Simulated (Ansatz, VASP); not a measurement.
**One calculation of Ti, two programs**

The input INCAR:

```
PREC = Accurate
ENCUT = 520
EDIFF = 1E-7
ISMEAR = -1
SIGMA = 0.15
LREAL = F
LASPH = T
NELM = 100
ALGO = Normal
ISIF = 2
LWAVE = F
LCHARG = F
GGA = PS
NBANDS = 12
```

KPOINTS

```
Automatic mesh
0
Gamma
  10 10 10
```

POSCAR

```
Ti
1.0
    0.0000000000      2.0434441004      2.0434441004
    2.0434441004      0.0000000000      2.0434441004
    2.0434441004      2.0434441004      0.0000000000
Ti
1
Direct
    0.0000000000      0.0000000000      0.0000000000
```

Input for Ansatz:

```yaml
crystal:
  lattice:
    - [0.0, 2.0434441004070294, 2.0434441004070294]
    - [2.0434441004070294, 0.0, 2.0434441004070294]
    - [2.0434441004070294, 2.0434441004070294, 0.0]
  atoms:
    - { symbol: Ti, position: [0.0, 0.0, 0.0] }
basis:
  ecutwfc: 500.0
kpoints:
  mp_grid:
    grid: [10, 10, 10]
hamiltonian:
  xc: pbesol
  pseudopotentials:
    kind: paw
scf:
  occupations:
    method: fermi_dirac
    width: 0.15
output:
  stress: true
```

This isn't the form of Ti at room conditions, which is hcp.

Alike in both runs: task single point; functional PBEsol; k mesh 10 × 10 × 10; occupations fermi-dirac, width 0.15 eV; no spin polarisation.

|  | VASP | Ansatz |
| --- | --- | --- |
| version | VASP 6.6.1 | Ansatz 0.2.0 |
| potentials or method | VASP PAW PBE potentials, release 64 (Ti_sv) | plane waves, PAW |
| plane-wave cutoff (eV) | 520 | 500 |
| valence electrons in the cell | 12 | 12 |

```csv
,VASP,Ansatz,Ansatz less VASP
pressure (GPa),-2.1,-1.9,+0.25
```

With one functional, cell and mesh, what is left measures potentials, basis and numerics.

Caveats: the PAW data sets were made with another functional, which shifts forces and pressure a little (VASP).
